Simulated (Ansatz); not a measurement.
# Σ3 (111) boundary in bcc W with Ag (substitutional): structure and resistance, part 2 of 2

Aim: the relaxed structure and the specific resistance of the Σ3 (111) boundary in bcc W with Ag (substitutional).

Ansatz 0.2.0; Ansatz plane-wave DFT, PBE, PAW files; relaxation of a bicrystal slab with its lowest layers held; PAW set soft_1 (the session's first sound run).

So far. Step 2 (Relaxing the bicrystal): The largest force component on a free atom ends at 0.025 eV/Å, under the tolerance of 0.03, after 7 steps.

## Step 3: Transmission across the boundary

Bulk layers of each grain are laid under and over the relaxed boundary, and a lead is named in the middle of each, away from the free faces. The mesh across the current, 16×16, is finer than the density's, because channels open and close sharply across the zone. Energies from -0.1 to 0.1 eV in steps of 0.05 eV are too few for the program's thermal sum, so it prints no conductance; for a metal the transmission near the Fermi level serves, at a fraction of the cost.

This step: Ansatz plane-wave DFT, PBE, PAW files; ballistic transport by layer matching (Landauer), zero bias; boundary relaxed in a short slab, bulk layers laid on; PAW set soft_1 (Ansatz 0.2.0).

System of this step: Σ3 (111) boundary in bcc W with Ag (substitutional). The cell holds 47 atoms: 46 W and 1 Ag. Its edges and angles: a = 4.476 Å, b = 4.476 Å, c = 50.520 Å, α = 90.0°, β = 90.0°, γ = 120.0°. It derives from W. Regions: lower grain, 19 atoms (19 W); boundary, 13 atoms (12 W and 1 Ag); upper grain, 15 atoms (15 W). Vacuum lies along c.

Contents of input.yaml:

```yaml
crystal:
  lattice:
    - [4.4757030822, 0.0, 0.0]
    - [-2.2378515411, 3.876072569, 0.0]
    - [0.0, 0.0, 50.5204467634]
  atoms:
    - { symbol: W, position: [-8.3333333333, -16.6666666665, 0.0791758636] }
    - { symbol: W, position: [-7.9999999999, -15.9999999998, 0.0972596123] }
    - { symbol: W, position: [-7.6666666666, -15.3333333332, 0.1153433611] }
    - { symbol: W, position: [-7.3333333333, -14.6666666665, 0.1334271098] }
    - { symbol: W, position: [-6.9999999999, -13.9999999999, 0.1515108586] }
    - { symbol: W, position: [-6.6666666666, -13.3333333332, 0.1695946073] }
    - { symbol: W, position: [-6.3333333333, -12.6666666666, 0.1876783561] }
    - { symbol: W, position: [-5.9999999999, -11.9999999999, 0.2057621048] }
    - { symbol: W, position: [-5.6666666666, -11.3333333332, 0.2238458536] }
    - { symbol: W, position: [-5.3333333333, -10.6666666666, 0.2419296023] }
    - { symbol: W, position: [-5.0, -9.9999999999, 0.2600133511] }
    - { symbol: W, position: [-4.6666666666, -9.3333333333, 0.2780970998] }
    - { symbol: W, position: [-4.3333333333, -8.6666666666, 0.2961808486] }
    - { symbol: W, position: [-4.0, -7.9999999999, 0.3142645973] }
    - { symbol: W, position: [-3.6666666666, -7.3333333333, 0.3323483461] }
    - { symbol: W, position: [-3.3333333333, -6.6666666666, 0.3504320948] }
    - { symbol: W, position: [-3.0, -6.0, 0.3685158436] }
    - { symbol: W, position: [-2.6666666667, -5.3333333333, 0.3865995923] }
    - { symbol: W, position: [-2.3333333333, -4.6666666667, 0.4046833411] }
    - { symbol: W, position: [0.0, 0.0, 0.4227670898] }
    - { symbol: W, position: [0.3333333333, 0.6666666667, 0.4407570713] }
    - { symbol: W, position: [0.6666666667, 0.3333333333, 0.4605493409] }
    - { symbol: W, position: [0.0, 0.0, 0.4759228659] }
    - { symbol: W, position: [0.3333333333, 0.6666666667, 0.4979183454] }
    - { symbol: W, position: [0.6666666667, 0.3333333333, 0.5140713354] }
    - { symbol: Ag, position: [0.0, 0.0, 0.5285737617] }
    - { symbol: W, position: [0.3333333333, 0.6666666667, 0.5583249669] }
    - { symbol: W, position: [0.0, 0.0, 0.5786685592] }
    - { symbol: W, position: [0.6666666667, 0.3333333333, 0.5936003352] }
    - { symbol: W, position: [0.3333333333, 0.6666666667, 0.6124493325] }
    - { symbol: W, position: [0.0, 0.0, 0.6314601043] }
    - { symbol: W, position: [0.6666666667, 0.3333333333, 0.6495679052] }
    - { symbol: W, position: [-2.6666666667, -5.3333333333, 0.6676516539] }
    - { symbol: W, position: [-3.0, -6.0, 0.6857354027] }
    - { symbol: W, position: [-3.3333333333, -6.6666666666, 0.7038191514] }
    - { symbol: W, position: [-3.6666666666, -7.3333333333, 0.7219029002] }
    - { symbol: W, position: [-4.0, -8.0, 0.7399866489] }
    - { symbol: W, position: [-4.3333333333, -8.6666666666, 0.7580703977] }
    - { symbol: W, position: [-4.6666666666, -9.3333333333, 0.7761541464] }
    - { symbol: W, position: [-5.0, -9.9999999999, 0.7942378952] }
    - { symbol: W, position: [-5.3333333333, -10.6666666666, 0.8123216439] }
    - { symbol: W, position: [-5.6666666666, -11.3333333332, 0.8304053927] }
    - { symbol: W, position: [-6.0, -11.9999999999, 0.8484891414] }
    - { symbol: W, position: [-6.3333333333, -12.6666666666, 0.8665728902] }
    - { symbol: W, position: [-6.6666666666, -13.3333333332, 0.8846566389] }
    - { symbol: W, position: [-6.9999999999, -13.9999999999, 0.9027403877] }
    - { symbol: W, position: [-7.3333333333, -14.6666666665, 0.9208241364] }
kpoints:
  mp_grid: { grid: [7, 7, 1] }
hamiltonian:
  xc: pbe
  pseudopotentials: { kind: paw, azcp: { folder: soft_1 } }
scf:
  occupations: { method: fermi_dirac, width: 0.1 }
output:
  transmission:
    leads: [[10, 11], [38, 39]]
    kmesh: [16, 16]
    e_range: [-0.1, 0.1]
    de: 0.05
  write_potential: true
  write_density: true
  volumetric_format: npy
  elf: true
```

On the command line:

```
$ ansatz run input.yaml --threads 4 --pin off --max-ram 15360MiB --backend cpu --events-out ev --progress --plain --runs-dir out
```

Numbers of over 12 decimals in the logs are rounded to 6 here.

Log:

```text
[...]
Crystal: 47 atoms, lattice volume = 876.436 Å³
Basis set: ecut = 420 eV, 17227 PW (Γ)
Bands: 398, of which v1, the nominal top of the filled ones, is band 332 counted from 1 (331 counted from 0)
Symmetry: 6 space group operations
[...]
k-points: 8 of 49 (time reversal used)
[...]
SCF iter   1: F=—  HF=-485347.745605 eV  |F-HF|=—  |Δ(HF+E_count)|=         —  Δρ=7.21e-2  dr2=3.02e2  ethr=3.10e-3  ⟨swp⟩=6.4  Hψ=11667  notcnv=0
[...]
SCF iter  13: F=-485330.635804 eV  HF=-485330.635804 eV  |F-HF|=2.44e-8  |Δ(HF+E_count)|=   1.96e-8  Δρ=1.14e-6  dr2=3.88e-8  ethr=1.51e-11  ⟨swp⟩=13.4  Hψ=9908  notcnv=0
SCF 1 converged in 13 iterations: F = -485330.635804 eV  dr2 = 3.88e-8
[...]
transmission: 111 of 1110 steps passed
transmission: 222 of 1110 steps passed
[...]
transmission: 1110 of 1110 steps passed
WARN: The output density's exchange-correlation potential varies sharply where the density is thin. Do not read a vacuum level from v_tot or v_xc, or from such a field of the output density. On a cell that repeats whose density bears no net charge and no dipole along the vacuum's axis use v_es (v_loc + v_h of the components); under efield.dipole_correction with no amplitude use v_es + v_field, which holds any externa [...]
SCF converged after 13 iterations
Free energy (F): -485330.635804 eV
[...]
Internal energy: -485329.778612 eV  (E = F + TS)
E sigma→0 (E₀):  -485330.207208 eV
Entropy (-TS):   -0.857192 eV (-18.238 meV/atom)
Fermi energy:    18.375913 eV
[...]
--- Band table (eV; the first three rows and the last of 8) ---
  k-point 0: bands = [... 328 lower, 17.8696, 17.9595, 18.2489, 18.6116, 18.8283, 19.0046, 19.2294, 19.6772, ... 62 higher]
  k-point 1: bands = [... 328 lower, 18.0079, 18.0895, 18.3426, 18.6880, 18.8984, 19.0264, 19.1278, 19.2396, ... 62 higher]
  k-point 2: bands = [... 328 lower, 18.1977, 18.2720, 18.3544, 18.3585, 18.3955, 18.4941, 18.6186, 18.7038, ... 62 higher]
  k-point 7: bands = [... 328 lower, 17.8372, 17.9362, 17.9394, 18.1586, 18.4293, 18.5918, 18.6170, 18.6410, ... 62 higher]
--- Transmission ---
  basis      : 151 plane waves across, 37 finite elements along
  points     : 30, standing for a mesh of 16 x 16
  energies   : 5 from -0.100000 to 0.100000 eV about the Fermi level, 0.050000 eV apart; the leads are filled to 0.000000 eV, and channels, transmission and decay are at 0.000000 eV
  crystal 0  : W3, at the sites [10, 11], period 2.7408 Å, over 19.19 Å; its Hamiltonian steps by up to 37.1 meV: too much for a lead, lay more layers or, if its atoms are ordered, name the step of that order
    offset         : up to 0.0000 Å between an atom of the period and one for which it stands
    channels       : 2.117188e0 a spin
    conductance    : none, the energies end too early or step too widely for 300 K: set another output.transmission.e_range or a lower de, or, where they end at an eighth of basis.ecutwfc, a higher one
    slowest decay  : 0.0653 /Å at (0.3125, 0.2500)
[...]
channels       : 2.117188e0 a spin
[...]
slowest decay  : 0.0651 /Å at (0.3125, 0.2500)
  junction   : crystal 0 to crystal 1, 13.83 to 36.69 Å
    transmission   : 7.723567e-1 a spin
[...]
```

The job ended after 4.1 min (4 threads of Intel Xeon Platinum 8488C (Sapphire Rapids), shared host; peak memory 7.2 GiB).

Numbers from this step:

```yaml
free_energy: -485330.6358 eV
energy_at_zero_smearing: -485330.2072 eV
fermi_energy: 18.38 eV
cell_area: 17.35 Å²
transmission_per_spin_nearest_the_fermi_level: 0.7724
open_channels_per_spin_nearest_the_fermi_level: 2.117
open_channels_per_spin_upper_lead: 2.117
step_of_the_lead_s_potential: 37.1 meV
step_of_the_upper_lead_s_potential: 35 meV
```

Per spin. The transmission, zone mean by energy, zero at the Fermi level:

| energy (eV) | transmission, zone mean |
| --- | --- |
| -0.1000 | 0.738 |
| -0.0500 | 0.769 |
| 0.0000 | 0.772 |
| 0.0500 | 0.721 |
| 0.1000 | 0.721 |

Per spin. The open channels, zone mean, lead = upper lead by energy, zero at the Fermi level:

| energy (eV) | open channels, zone mean, lead = upper lead |
| --- | --- |
| -0.1000 | 1.91 |
| -0.0500 | 2.05 |
| 0.0000 | 2.12 |
| 0.0500 | 2.07 |
| 0.1000 | 2.19 |

Transmission over k1 and k2. At 0.0000 eV from the Fermi level.

Ten even steps from '0' (0.00) to '9' (1.95):
```
7895005987820028
7983212389720002
0536533563500000
0025244425200000
0013443344310022
7523433333432578
7935433333345397
6886243333342688
7793543333334539
7875234333334325
0220013443344310
0000002524442520
0000005365335635
7200027983212389
7820028789500598
6770007767700077
```
Columns: k1 (b1) from -0.5 to 0.438; rows upwards: k2 (b2) from -0.5 to 0.438.

Open channels over k1 and k2. At 0.0000 eV from the Fermi level.

Ten even steps from '_' (0.00) to '@' (5.00):
```
%%@@@@==::::==@@@@%%**::____::**
**@@%%====::====%%@@**::______::
::====****====****====::________
__::==**==========**==::________
::::::================::::::::::
**==========================****
%%@@==**================**==@@%%
%%@@%%**==================**%%@@
%%%%@@==**================**==@@
******==========================
::::::::::::================::::
__________::==**==========**==::
::________::====****====****====
**::______::**@@%%====::====%%@@
%%**::____::**%%@@@@==::::==@@@@
%%%%**::__::**%%%%%%**::__::**%%
```
Columns: k1 (b1) from -0.5 to 0.438; rows upwards: k2 (b2) from -0.5 to 0.438.

Valence density in the ca plane at fractional y = 0.000, with atoms of W and Ag within 0.2 Å of it. It is the smooth field of the valence electrons, not physical close to the nuclei.

Ten steps, logarithmic in the rise over the least value, from '0' (0 e/Å³) to '9' (20 e/Å³), each cell a mean:
```
67652136776312567642147986324677521367763124
55531124554211355521125664112455311245542112
22211111221111122210012221001222111112221111
11111111111111111111111000000111111111111111
11111111111111110011111000000011111110011111
10111111001111110011111000000001111110011111
10111111001111110011111000000011111110011111
11111111111111111111111000000111111111111111
11111111111111111110011110000111111111111111
34321112443111234321013442101344211124431111
66641125665212466641136875213666421256653113
77752136776422577752248997324677632367764224
```
Columns run along c (16.0 Å, from fractional 0.36 to 0.68 of the cell), rows up along a (4.5 Å). Atoms in or near the plane, at fractional coordinates: W at (0.37, 0.00), W at (0.42, 0.00), W at (0.48, 0.00), Ag at (0.53, 0.00), W at (0.58, 0.00), W at (0.63, 0.00).

Electrostatic potential energy in the ca plane at fractional y = 0.000, with atoms of W and Ag within 0.2 Å of it. With pseudopotentials it is smooth inside the atoms' cores, unlike the true potential.

Values in eV, 7 rows by 16 columns, each cell a mean:
```
-25   2  -5 -23   9 -17 -15  10  -6   3  -9 -21  10 -20 -10   7
  6  16  14   6  18  10  10  18  10  17  13   8  18   8  12  17
 18  17  17  18  17  18  18  17  19  19  18  18  17  18  18  17
 18  15  16  18  15  17  18  15  18  18  18  17  15  18  16  15
 17  18  18  17  18  17  18  18  18  19  18  17  18  18  18  18
 -5  13   9  -4  16   2   2  17   2  13   7  -2  16  -1   6  15
-27  -2  -8 -26   7 -20 -19   8  -2   1 -13 -24   8 -23 -14   4
```
Columns run along c (16.0 Å, from fractional 0.36 to 0.68 of the cell; values clipped at the 3rd and 97th percentile), rows up along a (4.5 Å). Atoms in or near the plane, at fractional coordinates: W at (0.37, 0.00), W at (0.42, 0.00), W at (0.48, 0.00), Ag at (0.53, 0.00), W at (0.58, 0.00), W at (0.63, 0.00).

ELF in the ca plane at fractional y = 0.000, with atoms of W and Ag within 0.2 Å of it. It is the smooth field of the valence electrons, not physical close to the nuclei.

Ten even steps from '0' (0.15) to '9' (0.79), each cell a mean:
```
74752237557332574751125874214746723375473225
57522313674132257521213442111576324136741321
12124531221354212113321111232121145312213542
33344444334444433344432222234444444433344444
44433333443333334434443332112454333334433333
33323322332233223333443332001343233223322332
34333333443233323333443332012343333223433333
44444444444444444444433322123554444444444444
22234542222455322234421111233322345422224553
34313411441143134312212221121243134214421431
77742326776232477731114653112777523257762223
60562248218432650661126984215713723472184226
```
Columns run along c (16.0 Å, from fractional 0.36 to 0.68 of the cell), rows up along a (4.5 Å). Atoms in or near the plane, at fractional coordinates: W at (0.37, 0.00), W at (0.42, 0.00), W at (0.48, 0.00), Ag at (0.53, 0.00), W at (0.58, 0.00), W at (0.63, 0.00).

Over the solved energies the transmission per spin lies between 0.721 and 0.772, out of 2.07 channels of the lead on average (up to 2.19). The log calls the step of a lead's potential too much.

## Step 4: Specific resistance

This step: Ansatz plane-wave DFT, PBE, PAW files; ballistic transport by layer matching (Landauer), zero bias; specific resistance of the boundary; PAW set soft_1 (Ansatz 0.2.0).

Numbers from this step:

```yaml
area_resistance: 1.925 fΩ m²
t_over_the_leads_mean_channel_count: 0.3602
```

Averaged over the energies near the Fermi level, 36.0 % of the channels pass, which makes 1.92 fΩ m².

By hand, with T and the leads' channels N averaged over the energies near the Fermi level: RA = A (h/2e²)(1/T − ½[1/N₁ + 1/N₂]) = 17.35×10⁻²⁰ m² × 12 906 Ω × (1/0.7441 − ½[1/2.066 + 1/2.066]) = 1.92 fΩ m².

## Step 5: What came out

```yaml
specific_resistance_of_the_boundary: 1.92 fΩ m²
share_of_channels_that_pass: 0.360
```

The boundary has a specific resistance of 1.9 fΩ m². The boundary reflects 64 % of the channels; 1.9 fΩ m² is 19×10⁻¹² Ω·cm². That equals the resistance of 35 nm of bulk W at 300 K (measured 5.44 µΩ cm, CRC Handbook of Chemistry and Physics, 84th ed., 2003, Electrical Resistivity of Pure Metals). One Ag in 17.3 Å² of boundary is a high coverage. Each plane of this narrow cell holds one atom, so the solute fills a whole plane. One starting structure was relaxed; another shift or atom count at the boundary may lie lower. Spin-orbit coupling is left out, which matters for W. A lead's potential steps by up to 37 meV from period to period, which the log calls too much, so longer leads could move the result.

[Logs are printed without paths, hosts, clocks, repeated set-up lines and the standing remarks that a program may print on its own settings, such as how far it seeks lower states.]

[Hosts, paths, dates, database ids (printed as entryN), source tags and the programs' standing remarks are cut or masked in the printed files.]
